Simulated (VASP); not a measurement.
# CuO (F-43m) in VASP: notebook

One crystal, CuO, is run at these levels: r2SCAN, PBEsol+U; tasks: equation of state, single point.

Program: VASP 6.6.1. These are calculated values, not measurements. Logs are shortened: lines on timing, memory, paths and dates and some standing lists are left out, and cuts for length are marked.

### 1 Starting point

The structure is cubic, space group F-43m (No. 216). Conventional cell: a = 4.655 Å, b = 4.655 Å, c = 4.655 Å, α = 90.00°, β = 90.00°, γ = 90.00°. Around Cu (site symmetry -43m) lie 4 O at 2.02 Å. O (site symmetry -43m) has 4 Cu at 2.02 Å as nearest neighbours.

Measurements of this composition are mostly on another form, of space group No. 15.

### 2 Equation of state, r2SCAN

Potentials or basis: VASP PAW PBE potentials, release 64 (Cu, O).

No new run: the results of the series are fitted here.

Results:

- Equilibrium volume: 11.15 Å³/atom (rough: see the caveat)
- Bulk modulus: 150 GPa (rough)

Energy against volume, from the lowest point:
```csv
volume (Å³/atom),energy (meV/atom)
11.848,0.00
12.100,14.39
12.353,32.31
12.605,53.34
12.857,76.79
13.109,102.84
13.361,130.99
```

Caveat: the minimum lies outside the volumes run; the PAW data sets were made with another functional, which shifts forces and pressure a little; the run has no spin polarisation, though such a crystal can be magnetic.

### 3 Single point, PBEsol+U, collinear spin, ferromagnetic start

INCAR

```
ALGO     = Normal         # electronic algorithm
EDIFF    = 1E-6           # SCF threshold, eV
ENCUT    = 520            # plane-wave cutoff, eV
GGA      = PS             # functional
ISIF     = 2              # what is computed and relaxed
ISMEAR   = 0              # smearing method
ISPIN    = 2              # spin polarisation
LASPH    = T              # aspherical terms in the spheres
LCHARG   = T              # write CHGCAR
LDAU     = T              # DFT+U
LDAUJ    = 0 0          
LDAUL    = 2 -1           # shell
LDAUPRINT= 1            
LDAUTYPE = 2            
LDAUU    = 8 0            # U, eV
LELF     = T              # ELF
LMAXMIX  = 4              # l up to which the mixer works
LORBIT   = 11             # projections on sites
LREAL    = F              # projectors in reciprocal space
LVHAR    = T            
LWAVE    = F              # write WAVECAR
MAGMOM   = 0.6 0          # initial moments
NELM     = 60             # most SCF steps
PREC     = Accurate       # precision mode
SIGMA    = 0.05           # smearing width, eV
```

KPOINTS

```
k-points
0
Gamma
  7 7 7
```

POSCAR

```
CuO
1.0
    0.0000000000      2.3272527300      2.3272527300
    2.3272527300      0.0000000000      2.3272527300
    2.3272527300      2.3272527300      0.0000000000
Cu O
1 1
Direct
    0.0000000000      0.0000000000      0.0000000000
    0.2500000000      0.2500000000      0.2500000000
```

Potentials or basis: VASP PAW PBE potentials, release 64 (Cu, O).

The run is started by

```
> cat potpaw_PBE.64/Cu/POTCAR potpaw_PBE.64/O/POTCAR > POTCAR
> mpirun -np 1 vasp_std > vasp.out
```

OUTCAR:

```text
EDIFF = 1E-6
   ENCUT = 520
   GGA = PS
   ISIF = 2
   ISMEAR = 0
   ISPIN = 2
   LASPH = T
   LORBIT = 11
   LREAL = F
   NELM = 60
   PREC = Accurate

 ion  position               nearest neighbor table
   1  0.000  0.000  0.000-   2 2.02   2 2.02   2 2.02   2 2.02
   2  0.250  0.250  0.250-   1 2.02   1 2.02   1 2.02   1 2.02

  LATTYP: Found a face centered cubic cell.
 ALAT       =     4.6545054600

  Lattice vectors:

 A1 = (   0.0000000000,   2.3272527300,   2.3272527300)
 A2 = (   2.3272527300,   0.0000000000,   2.3272527300)
 A3 = (   2.3272527300,   2.3272527300,   0.0000000000)

Analysis of symmetry for initial positions (statically):
=====================================================================
 Subroutine PRICEL returns:
 Original cell was already a primitive cell.

 Routine SETGRP: Setting up the symmetry group for a
 face centered cubic supercell.

 Subroutine GETGRP returns: Found 24 space group operations
 (whereof 24 operations were pure point group operations)
 out of a pool of 48 trial point group operations.

The static configuration has the point symmetry T_d .

Analysis of symmetry for dynamics (positions and initial velocities):
=====================================================================
 Subroutine PRICEL returns:
 Original cell was already a primitive cell.

 Routine SETGRP: Setting up the symmetry group for a
 face centered cubic supercell.

 Subroutine GETGRP returns: Found 24 space group operations
 (whereof 24 operations were pure point group operations)
 out of a pool of 48 trial point group operations.

The dynamic configuration has the point symmetry T_d .

Analysis of structural, dynamic, and magnetic symmetry:
=====================================================================
 Subroutine PRICEL returns:
[... 223 lines left out ...]
     12      16.8181      0.00000
[... 271 lines left out ...]
 k-point    20 :      -0.2857    0.4286    0.1429
  band No.  band energies     occupation
      1     -15.3501      1.00000
      2      -3.2556      1.00000
      3      -2.6694      1.00000
      4      -2.1974      1.00000
      5      -1.7466      1.00000
      6      -1.3114      1.00000
      7      -1.1741      1.00000
      8      -0.2314      1.00000
      9       0.5434      1.00000
     10       9.8462      0.00000
     11      11.6644      0.00000
     12      12.7339      0.00000
 Fermi energy:         2.0304699297

 spin component 2

 k-point     1 :       0.0000    0.0000    0.0000
  band No.  band energies     occupation
      1     -15.1052      1.00000
      2      -2.0903      1.00000
      3      -2.0903      1.00000
      4      -2.0903      1.00000
      5      -1.0374      1.00000
      6      -1.0374      1.00000
      7       3.2919      0.00000
      8       3.2919      0.00000
      9       3.2919      0.00000
     10       3.8729      0.00000
     11      16.8777      0.00000
     12      16.8777      0.00000
[... 271 lines left out ...]
 k-point    20 :      -0.2857    0.4286    0.1429
  band No.  band energies     occupation
      1     -14.4474      1.00000
      2      -2.5766      1.00000
      3      -1.7821      1.00000
      4      -1.1487      1.00000
      5      -0.5575      1.00000
      6      -0.4812      1.00000
      7       0.4231      1.00000
      8       0.6482      1.00000
      9       1.5936      1.00000
     10      10.1807      0.00000
     11      11.9990      0.00000
     12      13.0327      0.00000

------------------------ aborting loop because EDIFF is reached ----------------------------------------

  FORCE on cell =-STRESS in cart. coord.  units (eV):
  Direction    XX          YY          ZZ          XY          YZ          ZX
  --------------------------------------------------------------------------------------
  -------------------------------------------------------------------------------------
  Total       -2.5119332     -2.5119332     -2.5119332      0.0000000      0.0000000     -0.0000000
  in kB     -159.6459964   -159.6459964   -159.6459964      0.0000000      0.0000000     -0.0000000
  external PRESSURE =    -159.6459964 kB  Pullay stress =       0.0000000 kB

 VOLUME and BASIS-vectors are now :
 -----------------------------------------------------------------------------
  energy-cutoff  :      520.00
  volume of cell :       25.21
      direct lattice vectors                 reciprocal lattice vectors
     0.000000000  2.327252730  2.327252730    -0.214845596  0.214845596  0.214845596
     2.327252730  0.000000000  2.327252730     0.214845596 -0.214845596  0.214845596
     2.327252730  2.327252730  0.000000000     0.214845596  0.214845596 -0.214845596

 POSITION                                       TOTAL-FORCE (eV/Angst)
 -----------------------------------------------------------------------------------
      0.00000      0.00000      0.00000         0.000000     -0.000000      0.000000
      1.16363      1.16363      1.16363        -0.000000      0.000000     -0.000000
 -----------------------------------------------------------------------------------
    total drift:                                0.000000      0.000000     -0.000000

  FREE ENERGIE OF THE ION-ELECTRON SYSTEM (eV)
  ---------------------------------------------------
  free  energy   TOTEN  =        -7.5933249185 eV

  energy  without entropy=       -7.5907238107  energy(sigma->0) =       -7.59202436

 total charge

# of ion       s       p       d       tot
------------------------------------------
    1        0.309   0.310   9.348   9.968
    2        1.561   3.292   0.000   4.853
--------------------------------------------------
tot          1.870   3.602   9.348  14.821

 magnetization (x)

# of ion       s       p       d       tot
------------------------------------------
    1       -0.012   0.014   0.469   0.472
    2        0.008   0.470   0.000   0.478
--------------------------------------------------
tot         -0.004   0.484   0.469   0.949
```

OSZICAR:

```text
N       E                     dE             d eps       ncg     rms          rms(c)
DAV:   1     0.115468641353E+03    0.11547E+03   -0.86688E+03   968   0.203E+03
DAV:   2     0.188996945569E+01   -0.11358E+03   -0.10488E+03  1012   0.331E+02
DAV:   3    -0.876869876407E+01   -0.10659E+02   -0.99772E+01  1164   0.117E+02
DAV:   4    -0.899511583811E+01   -0.22642E+00   -0.22450E+00  1048   0.170E+01
DAV:   5    -0.899881487420E+01   -0.36990E-02   -0.36989E-02  1164   0.231E+00    0.917E+00
DAV:   6    -0.815304247456E+01    0.84577E+00   -0.14983E+01  1252   0.147E+02    0.907E+00
DAV:   7    -0.757134707063E+01    0.58170E+00   -0.34832E+00  1244   0.764E+01    0.172E+00
DAV:   8    -0.759727271838E+01   -0.25926E-01   -0.40212E-01  1260   0.107E+01    0.979E-01
DAV:   9    -0.758895383374E+01    0.83189E-02   -0.43457E-02  1428   0.890E+00    0.903E-01
DAV:  10    -0.759274612639E+01   -0.37923E-02   -0.51708E-03  1348   0.185E+00    0.371E-01
DAV:  11    -0.759327146273E+01   -0.52534E-03   -0.21150E-03  1316   0.176E+00    0.466E-02
DAV:  12    -0.759331873527E+01   -0.47273E-04   -0.29631E-04  1376   0.268E-01    0.509E-02
DAV:  13    -0.759332333139E+01   -0.45961E-05   -0.10517E-04  1300   0.279E-01    0.215E-02
DAV:  14    -0.759332621436E+01   -0.28830E-05   -0.11261E-05  1268   0.660E-02    0.125E-02
DAV:  15    -0.759332480110E+01    0.14133E-05   -0.60869E-06  1128   0.730E-02    0.179E-03
DAV:  16    -0.759332491848E+01   -0.11737E-06   -0.78935E-07   480   0.129E-02
   1 F= -.75933249E+01 E0= -.75920244E+01  d E =-.260111E-02  mag=     0.9995
```

stdout:

```text
POSCAR found type information on POSCAR CuO
 POSCAR found :  2 types and       2 ions
 scaLAPACK will be used
 -----------------------------------------------------------------------------
|                                                                             |
|                                                                             |
|     You enforced a specific xc type in the INCAR file but a different       |
|     I HOPE YOU KNOW WHAT YOU ARE DOING!                                     |
|                                                                             |
 -----------------------------------------------------------------------------

 LDA part: xc-table for (Slater+PW92), standard interpolation
 POSCAR, INCAR and KPOINTS ok, starting setup
 FFT: planning ... GRIDC
 FFT: planning ... GRID_SOFT
 FFT: planning ... GRID
 WAVECAR not read
 entering main loop
```

It took 12 s on 1 thread of Intel Xeon Platinum 8259CL at 2.50GHz (Skylake/Cascade Lake), shared host; peak memory 0.14 GiB.

Results:

```yaml
Free_energy: -7.5933 eV
Pressure: -16.0 GPa
Band_gap_on_the_k_mesh: none (metal or under the smearing width)
Net_moment: 1.00 μB per cell
Site_moments: Cu +0.47; O +0.48 μB
Valence_electrons_inside_the_program's_atomic_spheres: Cu 9.97; O 4.85
```

Eigenvalues of the final occupation matrices:
| site | spin | trace | eigenvalues |
| --- | --- | --- | --- |
| site 1 d | 1 | 4.92 | 0.98 0.98 0.99 0.99 0.99 |
| site 1 d | 2 | 4.45 | 0.84 0.84 0.84 0.96 0.96 |

Caveat: the PAW data sets were made with another functional, which shifts forces and pressure a little; a cell with one magnetic atom can't hold antiferromagnetic order, which such compounds often take. The state reached can hang on the start; a lower one may exist.

### 4 Single point, PBEsol+U, collinear spin, antiferromagnetic start

INCAR

```
SYSTEM = CuO
PREC = Accurate ; ENCUT = 520
EDIFF = 1E-6 ; ISMEAR = 0
SIGMA = 0.05 ; LREAL = .FALSE.
LASPH = .TRUE. ; NELM = 80
ALGO = Normal ; ISIF = 2
LWAVE = .FALSE. ; LCHARG = .TRUE.
ISPIN = 2 ; MAGMOM = 0.6 -0.6 0 0
LORBIT = 11 ; LMAXMIX = 4
LDAU = .TRUE. ; LDAUTYPE = 2
LDAUL = 2 -1 ; LDAUU = 8 0
LDAUJ = 0 0 ; LDAUPRINT = 1
GGA = PS ; LELF = .TRUE.
LVHAR = .TRUE.
```

KPOINTS

```
Automatic mesh
0
G
  7 7 7
  0 0 0
```

POSCAR

```
CuO
1.0
    2.3272527300      2.3272527300      4.6545054600
    2.3272527300     -2.3272527300      0.0000000000
    2.3272527300      2.3272527300      0.0000000000
Cu O
2 2
Direct
    0.0000000000      0.0000000000      0.0000000000
    0.5000000000      0.5000000000      0.0000000000
    0.2500000000      0.0000000000      0.2500000000
    0.7500000000      0.5000000000      0.2500000000
```

Potentials or basis: VASP PAW PBE potentials, release 64 (Cu, O).

The run is started by

```
> cat potpaw_PBE.64/Cu/POTCAR potpaw_PBE.64/O/POTCAR > POTCAR
> mpirun -np 1 vasp_std > vasp.out
```

OUTCAR:

```text
SYSTEM = CuO
   PREC = Accurate
   ENCUT = 520
   EDIFF = 1E-6
   ISMEAR = 0
   LREAL = .FALSE.
   LASPH = .TRUE.
   NELM = 80
   ISIF = 2
   ISPIN = 2
   LORBIT = 11
   GGA = PS

 ion  position               nearest neighbor table
   1  0.000  0.000  0.000-   3 2.02   4 2.02   4 2.02   3 2.02
   2  0.500  0.500  0.000-   3 2.02   4 2.02   3 2.02   4 2.02
   3  0.250  0.000  0.250-   1 2.02   2 2.02   2 2.02   1 2.02
   4  0.750  0.500  0.250-   1 2.02   2 2.02   1 2.02   2 2.02

  LATTYP: Found a simple tetragonal cell.
 ALAT       =     3.2912323738
 C/A-ratio  =     1.4142135624

  Lattice vectors:

 A1 = (   2.3272527300,  -2.3272527300,   0.0000000000)
 A2 = (   2.3272527300,   2.3272527300,   0.0000000000)
 A3 = (   0.0000000000,   0.0000000000,   4.6545054600)

Analysis of symmetry for initial positions (statically):
=====================================================================
 Subroutine PRICEL returns following result:

  LATTYP: Found a face centered cubic cell.
 ALAT       =     4.6545054600
[... 1465 lines left out ...]
  --------------------------------------------------------------------------------------
  -------------------------------------------------------------------------------------
  Total       -5.6066607     -5.6066607     -4.7261865      0.0000000      0.0000000      0.0000000
  in kB     -178.1657490   -178.1657490   -150.1864684      0.0000000      0.0000000      0.0000000
  external PRESSURE =    -168.8393222 kB  Pullay stress =       0.0000000 kB

 VOLUME and BASIS-vectors are now :
 -----------------------------------------------------------------------------
  energy-cutoff  :      520.00
  volume of cell :       50.42
      direct lattice vectors                 reciprocal lattice vectors
     2.327252730  2.327252730  4.654505460     0.000000000  0.000000000  0.214845596
     2.327252730 -2.327252730  0.000000000     0.214845596 -0.214845596  0.000000000
     2.327252730  2.327252730  0.000000000     0.214845596  0.214845596 -0.214845596

 POSITION                                       TOTAL-FORCE (eV/Angst)
 -----------------------------------------------------------------------------------
      0.00000      0.00000      0.00000         0.000000      0.000000      0.000000
      2.32725      0.00000      2.32725        -0.000000     -0.000000      0.000000
      1.16363      1.16363      1.16363         0.000000     -0.000000      0.000000
      3.49088      1.16363      3.49088         0.000000      0.000000      0.000000
 -----------------------------------------------------------------------------------
    total drift:                                0.000000      0.000000     -0.000025

  FREE ENERGIE OF THE ION-ELECTRON SYSTEM (eV)
  ---------------------------------------------------
  free  energy   TOTEN  =       -15.0646635648 eV

  energy  without entropy=      -15.0594516468  energy(sigma->0) =      -15.06205761

 total charge

# of ion       s       p       d       tot
------------------------------------------
    1        0.310   0.314   9.340   9.964
    2        0.310   0.314   9.340   9.964
    3        1.562   3.290   0.000   4.851
    4        1.562   3.290   0.000   4.851
--------------------------------------------------
tot          3.743   7.208  18.679  29.631

 magnetization (x)

# of ion       s       p       d       tot
------------------------------------------
    1       -0.001   0.012   0.300   0.311
    2        0.001  -0.012  -0.300  -0.311
    3        0.000   0.000   0.000   0.000
    4        0.000   0.000   0.000   0.000
--------------------------------------------------
tot          0.000   0.000   0.000   0.000
```

It took 91 s on 1 thread of Intel Xeon Platinum 8259CL at 2.50GHz (Skylake/Cascade Lake), shared host; peak memory 0.21 GiB.

The run converged, but a check on its numbers failed (symmetry, net force, bounds or a known fault of this set-up), so they aren't taken as properties of the crystal.

Caveat: the result breaks the symmetry of the cell; the PAW data sets were made with another functional, which shifts forces and pressure a little.

### 5 For comparison

An earlier run on the cell as given: functional PBE; potentials or basis VASP PAW PBE potentials, release 64 (Cu, O); cutoff 520 eV; k mesh 10 × 10 × 10; occupations fermi-dirac, width 0.05 eV; no spin polarisation.

* Pressure: -9.1 GPa
* Band gap on the k mesh: none (metal or under the smearing width)

### 6 Summary

```csv
task,level,spin,U,k mesh,smearing,gap on the mesh (eV),pressure (GPa)
equation of state,r2SCAN,off,-,10 × 10 × 10,fermi-dirac 0.05 eV,-,-
single point,PBEsol+U,"collinear, ferromagnetic start",Cu d U = 8 eV,7 × 7 × 7,gaussian 0.05 eV,none,-16.0
single point,PBE,off,-,10 × 10 × 10,fermi-dirac 0.05 eV,none,-9.1
```

Alike in all rows: potentials or basis VASP PAW PBE potentials, release 64 (Cu, O); cell as given; cutoff (eV) 520.

Caveats: the PAW data sets were made with another functional, which shifts forces and pressure a little (some runs); the minimum lies outside the volumes run (some runs); a cell with one magnetic atom can't hold antiferromagnetic order, which such compounds often take (some runs); an odd number of electrons without spin polarisation forces a metal (some runs); a magnetic or distorted state may lie lower (some runs); semilocal functionals often make such compounds metallic where correlation or magnetic order opens a gap, which also shifts bond lengths (some runs).

Absolute energies hang on the potentials; compare differences alone.
